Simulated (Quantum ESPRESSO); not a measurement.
The system is In.

```xyz
2
Lattice="3.3355 0.0000 0.0000 -1.6677 2.8886 0.0000 0.0000 0.0000 5.5091" Properties=species:S:1:pos:R:3 pbc="T T T"
In    1.6677    0.9629    4.1319
In    0.0000    1.9257    1.3773
```

This isn't the form of In at room conditions, which is tetragonal.

| Quantity | Value |
| --- | --- |
| Program | Quantum ESPRESSO 7.5 |
| Task | phonons |
| Functional | PBE |
| Potentials or basis | JTH 2.0 PBE |
| Cutoff | 707 eV |
| Density cutoff | 4245 eV |
| k mesh | 9 × 9 × 5 |
| Occupations | methfessel-paxton, width 0.136 eV |
| Spin | no spin polarisation |
| Mixing beta | 0.5 |
| Most SCF iterations | 120 |
| SCF threshold | 4e-10 Ry |

The cell and the atoms were relaxed first, to 27.15 Å³/atom (a = 3.378 Å, b = 3.378 Å, c = 5.495 Å, α = 90.00°, β = 90.00°, γ = 120.00°), and the response was taken there.

```yaml
crystal:
  lattice:
    - [3.37809, 0.00000, 0.00000]
    - [-1.68905, 2.92551, 0.00000]
    - [0.00000, 0.00000, 5.49541]
  atoms:
    - { symbol: In, position: [0.66667, 0.33333, 0.75000] }
    - { symbol: In, position: [0.33333, 0.66667, 0.25000] }
```

Task: Which optical modes does the crystal have at the zone centre, and which show in infrared and Raman spectra?

Result: The optical modes are E2g + B1g. None is infrared active. Raman active: E2g.

Optical modes at Γ, degenerate ones joined:
```csv
cm⁻¹,components,symmetry,active in
33,2,E2g,Raman
114,1,B1g,silent
```

Caveat: the mesh is thin for the phonons of a metal.
